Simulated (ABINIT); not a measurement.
Crystal: La2O3.

```
La O
1.0
     6.37027    0.00000    0.00000
    -3.18514    5.51682    0.00000
     0.00000    0.00000    3.28989
La O
2 3
Cartesian
  3.1851 1.8389 1.6387
  0.0000 3.6779 1.6512
  3.2145 0.0000 0.0000
  -1.6072 2.7838 0.0000
  1.5779 2.7330 0.0000
```

The cell comes from a database or a generator and needn't be the stable form of this composition.

Base run:

| Property | Result |
| --- | --- |
| Program | ABINIT 10.8.3 (patched build) |
| Functional | PBE |
| Potentials or basis | JTH PAW PBE v2.0 |
| Cutoff | 626 eV |
| k mesh | 5 × 5 × 8 |
| Occupations | fermi-dirac, width 0.05 eV |
| Spin | no spin polarisation |

Its results: band gap on the k mesh 1.61 eV, indirect (least direct gap 2.05 eV); pressure 0.4 GPa; largest force 0.040 eV/Å.

**Question.** The run is repeated on the same cell with these changes: functional from PBE to PBEsol. What comes out?

**Answer.** Band gap on the k mesh 1.55 eV, indirect (least direct gap 1.99 eV); pressure -2.6 GPa; largest force 0.048 eV/Å.

PBEsol binds more tightly than PBE, so the same cell stands under less pressure.

Caveats: spin-orbit coupling is left out, which moves the levels of the heavy elements; an odd mesh through Γ misses points on the zone boundary, where band edges often lie (some runs); the PAW data sets were made with another functional, which shifts forces and pressure a little (some runs).
